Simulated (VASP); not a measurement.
# InP (F-43m) in VASP: settings compared, part 2 of 2

VASP 6.6.1. The steps go on from the part before.

## (5) Single point, PBE (grid = ENCUT=400 dk=0.9 cell=2x2x2 ISMEAR=0 SIGMA=0.05 LREAL=Auto EDIFF=1e-06)

Contents of INCAR:

```
ALGO = Fast
EDIFF = 1E-6
ENCUT = 400
GGA = PE
ISIF = 2
ISMEAR = 0
LASPH = True
LCHARG = False
LREAL = Auto
LWAVE = False
NBANDS = 80
NELM = 120
PREC = Accurate
SIGMA = 0.05
```

Contents of KPOINTS:

```
k-points
0
Gamma
  2 2 2
```

Contents of POSCAR:

```
InP
1.0
    0.0000000000      5.8610000000      5.8610000000
    5.8610000000      0.0000000000      5.8610000000
    5.8610000000      5.8610000000      0.0000000000
In P
8 8
Direct
    0.0000000000      0.0000000000      0.0000000000
    0.0000000000      0.0000000000      0.5000000000
    0.0000000000      0.5000000000      0.0000000000
    0.0000000000      0.5000000000      0.5000000000
    0.5000000000      0.0000000000      0.0000000000
    0.5000000000      0.0000000000      0.5000000000
    0.5000000000      0.5000000000      0.0000000000
    0.5000000000      0.5000000000      0.5000000000
    0.3750000000      0.3750000000      0.3750000000
    0.3750000000      0.3750000000      0.8750000000
    0.3750000000      0.8750000000      0.3750000000
    0.3750000000      0.8750000000      0.8750000000
    0.8750000000      0.3750000000      0.3750000000
    0.8750000000      0.3750000000      0.8750000000
    0.8750000000      0.8750000000      0.3750000000
    0.8750000000      0.8750000000      0.8750000000
```

Potentials or basis: VASP PAW PBE potentials, release 64 (In_d, P).

Started as:

```console
$ cat potpaw_PBE.64/In_d/POTCAR potpaw_PBE.64/P/POTCAR > POTCAR
$ mpirun -np 1 vasp_std > vasp.out
```

OUTCAR:

```text
EDIFF = 1E-6
   ENCUT = 400
   GGA = PE
   ISIF = 2
   ISMEAR = 0
   LASPH = True
   LREAL = Auto
   NELM = 120
   PREC = Accurate

 Found      3 irreducible k-points:

 Following reciprocal coordinates:
            Coordinates               Weight
  0.000000  0.000000  0.000000      1.000000
  0.500000  0.000000  0.000000      4.000000
  0.500000  0.500000  0.000000      3.000000
   k-points           NKPTS =      3   k-points in BZ     NKDIM =      3   number of bands    NBANDS=     80
   number of dos      NEDOS =    301   number of ions     NIONS =     16
   total plane-waves  NPLWV = 157464
   dimension x,y,z NGX =    54 NGY =   54 NGZ =   54
   dimension x,y,z NGXF=   108 NGYF=  108 NGZF=  108
   ions per type =               8   8
   NGX,Y,Z   is equivalent  to a cutoff of  10.83, 10.83, 10.83 a.u.
   NGXF,Y,Z  is equivalent  to a cutoff of  21.66, 21.66, 21.66 a.u.
 SYSTEM =  unknown system
   PREC   = accura    normal or accurate (medium, high low for compatibility)
   ISTART =      0    job   : 0-new  1-cont  2-samecut
   ICHARG =      2    charge: 1-file 2-atom 10-const
   ISPIN  =      1    spin polarized calculation?
   LNONCOLLINEAR =      F non collinear calculations
   LSORBIT =      F    spin-orbit coupling
   LASPH  =      T    aspherical Exc in radial PAW
   ENCUT  =  400.0 eV  29.40 Ry    5.42 a.u.  13.52 13.52 13.52*2*pi/ulx,y,z
   NELM   =    120;   NELMIN=  2; NELMDL= -5     # of ELM steps
   EDIFF  = 0.1E-05   stopping-criterion for ELM
   LREAL  =      T    real-space projection
   EDIFFG = 0.1E-04   stopping-criterion for IOM
   NSW    =      0    number of steps for IOM
   IBRION =     -1    ionic relax: 0-MD 1-quasi-New 2-CG
   NFREE  =      0    steps in history (QN), initial steepest desc. (CG)
   ISIF   =      2    stress and relaxation
   ISYM   =      2    0-nonsym 1-usesym 2-fastsym
   POTIM  = 0.5000    time-step for ionic-motion
   TEBEG  =    0.0;   TEEND  =   0.0 temperature during run
   PSTRESS=    0.0 pullay stress
   NELECT =     144.0000    total number of electrons
   NUPDOWN=      -1.0000    fix difference up-down
   EMIN   =  10.00;   EMAX   =-10.00  energy-range for DOS
   EFERMI =   0.00;   METHOD = LEGACY
   ISMEAR =     0;   SIGMA  =   0.05  broadening in eV -4-tet -1-fermi 0-gaus
   EFERMI_NEDOS =   21; number of points for ismear=-14 and -15
   IALGO  =     68    algorithm
   IMIX   =      4    mixing-type and parameters
     AMIX     =   0.40;   BMIX     =  1.00
     AMIX_MAG =   1.60;   BMIX_MAG =  1.00
  volume/ion in A,a.u.               =      25.17       169.83
  Fermi-wavevector in a.u.,A,eV,Ry     =   1.162021  2.195901 18.371846  1.350293
  Thomas-Fermi vector in A             =   2.298587
   LORBIT       =      0    0 simple, 1 ext, 2 COOP (PROOUT), +10 PAW based schemes
   GGA     = PE    functional components
   LHFCALC =     F    Hartree Fock is set to
   AEXX    =    0.0000 exact exchange contribution
   IVDW    =     0    specifies the selected vdW correction
   LEPSILON=     F    determine dielectric tensor
   LRPA    =     F    only Hartree local field effects (RPA)
 non-spin polarized calculation
 RMM-DIIS sequential band-by-band and
 Gauss-broadening in eV      SIGMA  =   0.05
  energy-cutoff  :      400.00
  volume of cell :      402.67
 maximum number of plane-waves:      7391
   NGX = 27   NGY = 27   NGZ = 27

 number of electron     144.0000105 magnetization

 Free energy of the ion-electron system (eV)
  ---------------------------------------------------
  ext. energy  EPLUGINS =         0.00000000
  ---------------------------------------------------
  free energy    TOTEN  =       -66.17997853 eV

  energy without entropy =      -66.17997853  energy(sigma->0) =      -66.17997853

 E-fermi :   5.5045     XC(G=0):  -9.2628

 val. band max:        5.2346608739   @ k =   0.0000   0.0000   0.0000
 cond. band min:       5.9324496807   @ k =   0.0000   0.0000   0.0000
 fundamental gap:      0.6977888068
 Fermi energy:         5.5044917505

 k-point     1 :       0.0000    0.0000    0.0000
  band No.  band energies     occupation
      1      -9.1829      2.00000
      2      -9.1829      2.00000
      3      -9.1829      2.00000
      4      -9.1170      2.00000
      5      -9.1170      2.00000
      6      -9.1170      2.00000
[... 72 lines left out ...]
     79       6.9696      0.00000
     80       6.9704      0.00000

 k-point     2 :       0.5000    0.0000    0.0000
  band No.  band energies     occupation
      1      -9.1401      2.00000
      2      -9.1401      2.00000
      3      -9.1401      2.00000
      4      -9.1401      2.00000
      5      -9.1401      2.00000
      6      -9.1401      2.00000
[... 72 lines left out ...]
     79       7.7677      0.00000
     80       7.7677      0.00000

 k-point     3 :       0.5000    0.5000    0.0000
  band No.  band energies     occupation
      1      -9.1492      2.00000
      2      -9.1492      2.00000
      3      -9.1115      2.00000
      4      -9.1115      2.00000
      5      -9.1115      2.00000
      6      -9.1115      2.00000
[... 72 lines left out ...]
     79       8.3527      0.00000
     80       8.3530      0.00000

------------------------ aborting loop because EDIFF is reached ----------------------------------------

  FORCE on cell =-STRESS in cart. coord.  units (eV):
  Direction    XX          YY          ZZ          XY          YZ          ZX
  --------------------------------------------------------------------------------------
  -------------------------------------------------------------------------------------
  Total        8.7942472      8.7942472      8.7942472      0.0000000      0.0000000      0.0000000
  in kB       34.9916233     34.9916233     34.9916233      0.0000000      0.0000000      0.0000000
  external PRESSURE =      34.9916233 kB  Pullay stress =       0.0000000 kB

 VOLUME and BASIS-vectors are now :
 -----------------------------------------------------------------------------
  energy-cutoff  :      400.00
  volume of cell :      402.67
      direct lattice vectors                 reciprocal lattice vectors
     0.000000000  5.861000000  5.861000000    -0.085309674  0.085309674  0.085309674
     5.861000000  0.000000000  5.861000000     0.085309674 -0.085309674  0.085309674
     5.861000000  5.861000000  0.000000000     0.085309674  0.085309674 -0.085309674

 POSITION                                       TOTAL-FORCE (eV/Angst)
 -----------------------------------------------------------------------------------
      0.00000      0.00000      0.00000         0.000000      0.000000      0.000000
      2.93050      2.93050      0.00000         0.000000      0.000000      0.000000
      2.93050      0.00000      2.93050         0.000000      0.000000      0.000000
      5.86100      2.93050      2.93050         0.000000      0.000000      0.000000
      0.00000      2.93050      2.93050         0.000000      0.000000      0.000000
      2.93050      5.86100      2.93050         0.000000      0.000000      0.000000
[... 8 lines left out ...]
      7.32625      7.32625     10.25675        -0.000000     -0.000000     -0.000000
     10.25675     10.25675     10.25675        -0.000000     -0.000000     -0.000000
 -----------------------------------------------------------------------------------
    total drift:                                0.000007      0.000007      0.000007

  FREE ENERGIE OF THE ION-ELECTRON SYSTEM (eV)
  ---------------------------------------------------
  free  energy   TOTEN  =       -66.1799785320 eV

  energy  without entropy=      -66.1799785320  energy(sigma->0) =      -66.17997853
```

It took 3.2 min on 1 thread of AMD EPYC 7R13 (Zen 3), shared host; peak memory 0.35 GiB.

The run converged, but some of its settings lie outside the range that counts as converged, so its numbers aren't taken as properties of the crystal.

What came out:

- Free energy: -66.1800 eV
- Pressure: 3.5 GPa
- Band gap on the k mesh: 0.70 eV

Caveat: the k mesh is coarse (spacing up to 0.46 Å⁻¹), so the values aren't converged; spin-orbit coupling is left out, which moves the levels of the heavy elements.

## (6) The reference run

An earlier run on the cell as given: functional PBEsol; potentials or basis VASP PAW PBE potentials, release 64 (In_d, P); cutoff 520 eV; k mesh 8 × 8 × 8; occupations fermi-dirac, width 0.05 eV; no spin polarisation.

* Pressure: 0.6 GPa
* Band gap on the k mesh: 0.61 eV, direct
